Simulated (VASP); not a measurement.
# Pt (Im-3m) in VASP: further runs, part 2 of 3

VASP 6.6.1. Earlier steps stand in the parts before.

**3. Single point, PBEsol (cell strained at random at fixed volume)**

INCAR

```
SYSTEM = Pt
  PREC = Accurate
  ENCUT = 520
  EDIFF = 1E-7
  ISMEAR = -1
  SIGMA = 0.05
  LREAL = .False.
  LASPH = .True.
  NELM = 100
  ALGO = Normal
  ISIF = 2
  LWAVE = .False.
  LCHARG = .True.
  GGA = PS
  LELF = .True.
  LVHAR = .True.
  NBANDS = 11
```

KPOINTS

```
Automatic mesh
0
Gamma
  12 12 12
  0 0 0
```

POSCAR

```
Pt
1.0
   -1.5179230000      1.6125670000      1.5726580000
    1.5843750000     -1.5912150000      1.6177570000
    1.5235780000      1.5968700000     -1.5513060000
Pt
1
Direct
   -0.0123120000     -0.0088610000     -0.0124860000
```

Potentials or basis: VASP PAW PBE potentials, release 64 (Pt).

Command:

```bash
cat potpaw_PBE.64/Pt/POTCAR > POTCAR
mpirun -np 1 vasp_std > vasp.out
```

OUTCAR:

```text
SYSTEM = Pt
   PREC = Accurate
   ENCUT = 520
   EDIFF = 1E-7
   ISMEAR = -1
   LREAL = .False.
   LASPH = .True.
   NELM = 100
   ISIF = 2
   GGA = PS

 ion  position               nearest neighbor table
   1  0.988  0.991  0.988-

  LATTYP: Found a triclinic cell.
 ALAT       =     7.8225297115
 B/A-ratio  =     0.3537925244
 C/A-ratio  =     0.5722577407
 COS(alpha) =     0.0032880913
 COS(beta)  =     0.2975531078
 COS(gamma) =     0.9414684175

  Lattice vectors:

 A1 = (   3.1630950000,  -6.3918670000,   3.2141620000)
 A2 = (   1.5843750000,  -1.5912150000,   1.6177570000)
 A3 = (  -3.1136080000,  -3.2150920000,  -0.0878030000)

Analysis of symmetry for initial positions (statically):
=====================================================================
 Subroutine PRICEL returns:
 Original cell was already a primitive cell.

 Routine SETGRP: Setting up the symmetry group for a
 triclinic supercell.

 Subroutine GETGRP returns: Found  2 space group operations
 (whereof  1 operations were pure point group operations)
 out of a pool of  2 trial point group operations.

The static configuration has the point symmetry C_1 .
 The point group associated with its full space group is S_2 .

Analysis of symmetry for dynamics (positions and initial velocities):
=====================================================================
 Subroutine PRICEL returns:
 Original cell was already a primitive cell.

 Routine SETGRP: Setting up the symmetry group for a
 triclinic supercell.

 Subroutine GETGRP returns: Found  2 space group operations
 (whereof  1 operations were pure point group operations)
 out of a pool of  2 trial point group operations.

The dynamic configuration has the point symmetry C_1 .
 The point group associated with its full space group is S_2 .

 Subroutine INISYM returns: Found  2 space group operations
 (whereof  1 operations are pure point group operations),
 and found     1 'primitive' translations

----------------------------------------------------------------------------------------

                                     Primitive cell

  volume of cell :      15.9040

  direct lattice vectors                    reciprocal lattice vectors
    -1.517923000  1.612567000  1.572658000    -0.007223730  0.309521365  0.311517822
     1.584375000 -1.591215000  1.617757000     0.315198289 -0.002597086  0.306891077
     1.523578000  1.596870000 -1.551306000     0.321376815  0.311073248 -0.008775714

  length of vectors
     2.716195087  2.767552534  2.697746101     0.439202699  0.439930494  0.447355157

  position of ions in fractional coordinates (direct lattice)
     0.987688000  0.991139000  0.987514000

  ion indices of the primitive-cell ions
   primitive index   ion index
                 1           1

----------------------------------------------------------------------------------------

 KPOINTS: Automatic mesh

Automatic generation of k-mesh.
 Grid dimensions read from file:
 generate k-points for:   12   12   12

 Generating k-lattice:

  Cartesian coordinates                     Fractional coordinates (reciprocal lattice)
    -0.000601978  0.025793447  0.025959818     0.083333333 -0.000000000  0.000000000
     0.026266524 -0.000216424  0.025574256     0.000000000  0.083333333 -0.000000000
     0.026781401  0.025922771 -0.000731309     0.000000000 -0.000000000  0.083333333

  Length of vectors
     0.036600225  0.036660874  0.037279596

  Shift w.r.t. Gamma in fractional coordinates (k-lattice)
     0.000000000  0.000000000  0.000000000

 Subroutine IBZKPT returns following result:
 ===========================================

 Found    868 irreducible k-points:

 Following reciprocal coordinates:
            Coordinates               Weight
  0.000000  0.000000  0.000000      1.000000
  0.083333 -0.000000  0.000000      2.000000
  0.166667  0.000000  0.000000      2.000000
  0.250000 -0.000000  0.000000      2.000000
  0.333333  0.000000 -0.000000      2.000000
  0.416667  0.000000 -0.000000      2.000000
[... 16 lines left out ...]
  0.250000  0.166667  0.000000      2.000000
  0.333333  0.166667 -0.000000      2.000000
 [... further k-points ...]
   k-points           NKPTS =    868   k-points in BZ     NKDIM =    868   number of bands    NBANDS=     11
   number of dos      NEDOS =    301   number of ions     NIONS =      1
   total plane-waves  NPLWV =   9600
   dimension x,y,z NGX =    20 NGY =   24 NGZ =   20
   dimension x,y,z NGXF=    40 NGYF=   48 NGZF=   40
   ions per type =               1
   NGX,Y,Z   is equivalent  to a cutoff of  12.24, 14.42, 12.32 a.u.
   NGXF,Y,Z  is equivalent  to a cutoff of  24.48, 28.83, 24.65 a.u.
 SYSTEM =  Pt
   PREC   = accura    normal or accurate (medium, high low for compatibility)
   ISTART =      0    job   : 0-new  1-cont  2-samecut
   ICHARG =      2    charge: 1-file 2-atom 10-const
   ISPIN  =      1    spin polarized calculation?
   LNONCOLLINEAR =      F non collinear calculations
   LSORBIT =      F    spin-orbit coupling
   LASPH  =      T    aspherical Exc in radial PAW
   ENCUT  =  520.0 eV  38.22 Ry    6.18 a.u.   5.05  5.15  5.02*2*pi/ulx,y,z
   NELM   =    100;   NELMIN=  2; NELMDL= -5     # of ELM steps
   EDIFF  = 0.1E-06   stopping-criterion for ELM
   LREAL  =      F    real-space projection
   EDIFFG = 0.1E-05   stopping-criterion for IOM
   NSW    =      0    number of steps for IOM
   IBRION =     -1    ionic relax: 0-MD 1-quasi-New 2-CG
   NFREE  =      0    steps in history (QN), initial steepest desc. (CG)
   ISIF   =      2    stress and relaxation
   ISYM   =      2    0-nonsym 1-usesym 2-fastsym
   POTIM  = 0.5000    time-step for ionic-motion
   TEBEG  =    0.0;   TEEND  =   0.0 temperature during run
   PSTRESS=    0.0 pullay stress
   NELECT =      10.0000    total number of electrons
   NUPDOWN=      -1.0000    fix difference up-down
   EMIN   =  10.00;   EMAX   =-10.00  energy-range for DOS
   EFERMI =   0.00;   METHOD = LEGACY
   ISMEAR =    -1;   SIGMA  =   0.05  broadening in eV -4-tet -1-fermi 0-gaus
   EFERMI_NEDOS =   21; number of points for ismear=-14 and -15
   IALGO  =     38    algorithm
   IMIX   =      4    mixing-type and parameters
     AMIX     =   0.40;   BMIX     =  1.00
     AMIX_MAG =   1.60;   BMIX_MAG =  1.00
  volume/ion in A,a.u.               =      15.90       107.33
  Fermi-wavevector in a.u.,A,eV,Ry     =   1.402510  2.650360 26.763130  1.967035
  Thomas-Fermi vector in A             =   2.525265
   LORBIT       =      0    0 simple, 1 ext, 2 COOP (PROOUT), +10 PAW based schemes
   GGA     = PS    functional components
   LHFCALC =     F    Hartree Fock is set to
   AEXX    =    0.0000 exact exchange contribution
   IVDW    =     0    specifies the selected vdW correction
   LEPSILON=     F    determine dielectric tensor
   LRPA    =     F    only Hartree local field effects (RPA)
 non-spin polarized calculation
  energy-cutoff  :      520.00
  volume of cell :       15.90
 maximum number of plane-waves:       440
   NGX = 11   NGY = 11   NGZ =  9

 number of electron      10.0000000 magnetization

 Free energy of the ion-electron system (eV)
  ---------------------------------------------------
  ext. energy  EPLUGINS =         0.00000000
  ---------------------------------------------------
  free energy    TOTEN  =        -6.83113369 eV

  energy without entropy =       -6.82404502  energy(sigma->0) =       -6.82758935

 E-fermi :   9.8591     XC(G=0): -13.3067

 val. band max:        9.8514453387   @ k =   0.0833   0.5000   0.0000
 cond. band min:       9.8592154794   @ k =  -0.1667   0.2500   0.1667
 fundamental gap:      0.0077701406
 Fermi energy:         9.8591315055

 k-point     1 :       0.0000    0.0000    0.0000
  band No.  band energies     occupation
      1       0.4058      2.00000
      2       6.0758      2.00000
      3       6.4962      2.00000
      4       6.7584      2.00000
      5       8.7840      2.00000
      6       9.1231      2.00000
      7      26.6022      0.00000
      8      26.8028      0.00000
      9      27.5646      0.00000
     10      36.4831      0.00000
     11      36.7483      0.00000
[... 309 lines left out ...]
 k-point    24 :       0.3333    0.1667   -0.0000
  band No.  band energies     occupation
      1       3.9449      2.00000
      2       5.3619      2.00000
      3       7.0628      2.00000
      4       8.6471      2.00000
      5       9.4648      1.99925
      6      12.1248      0.00000
      7      17.3399      0.00000
      8      22.4349      0.00000
      9      26.2191      0.00000
     10      32.3038      0.00000
     11      34.4163      0.00000

 [... further k-points ...]

------------------------ aborting loop because EDIFF is reached ----------------------------------------

  FORCE on cell =-STRESS in cart. coord.  units (eV):
  Direction    XX          YY          ZZ          XY          YZ          ZX
  --------------------------------------------------------------------------------------
  -------------------------------------------------------------------------------------
  Total       -1.2640345     -0.9780034     -1.0597540     -0.0147574     -0.1921207     -0.5669206
  in kB     -127.3394564    -98.5245474   -106.7601444     -1.4866676    -19.3543291    -57.1118568
  external PRESSURE =    -110.8747160 kB  Pullay stress =       0.0000000 kB

 VOLUME and BASIS-vectors are now :
 -----------------------------------------------------------------------------
  energy-cutoff  :      520.00
  volume of cell :       15.90
      direct lattice vectors                 reciprocal lattice vectors
    -1.517923000  1.612567000  1.572658000    -0.007223730  0.309521365  0.311517822
     1.584375000 -1.591215000  1.617757000     0.315198289 -0.002597086  0.306891077
     1.523578000  1.596870000 -1.551306000     0.321376815  0.311073248 -0.008775714

 POSITION                                       TOTAL-FORCE (eV/Angst)
 -----------------------------------------------------------------------------------
      1.57566      1.59253      1.62478        -0.000000     -0.000000      0.000000
 -----------------------------------------------------------------------------------
    total drift:                                0.000001     -0.000001      0.000001

  FREE ENERGIE OF THE ION-ELECTRON SYSTEM (eV)
  ---------------------------------------------------
  free  energy   TOTEN  =        -6.8311336869 eV

  energy  without entropy=       -6.8240450221  energy(sigma->0) =       -6.82758935
```

stdout:

```text
POSCAR found type information on POSCAR Pt
 POSCAR found :  1 types and       1 ions
 scaLAPACK will be used
 -----------------------------------------------------------------------------
|                                                                             |
|                                                                             |
|     You enforced a specific xc type in the INCAR file but a different       |
|     I HOPE YOU KNOW WHAT YOU ARE DOING!                                     |
|                                                                             |
 -----------------------------------------------------------------------------

 LDA part: xc-table for (Slater+PW92), standard interpolation
 POSCAR, INCAR and KPOINTS ok, starting setup
 FFT: planning ... GRIDC
 FFT: planning ... GRID_SOFT
 FFT: planning ... GRID
 WAVECAR not read
 entering main loop
```

Wall time 81 s (1 thread of Intel Xeon Platinum 8375C at 2.90GHz (Ice Lake), shared host); peak memory 0.26 GiB.

What came out:

- Free energy: -6.8311 eV
- Pressure: -11.1 GPa
- Band gap on the k mesh: none (metal or under the smearing width)

Caveat: the PAW data sets were made with another functional, which shifts forces and pressure a little. The run has no spin-orbit coupling, so splittings on Pt are missing.

(Part 2 of 3 ends here.)
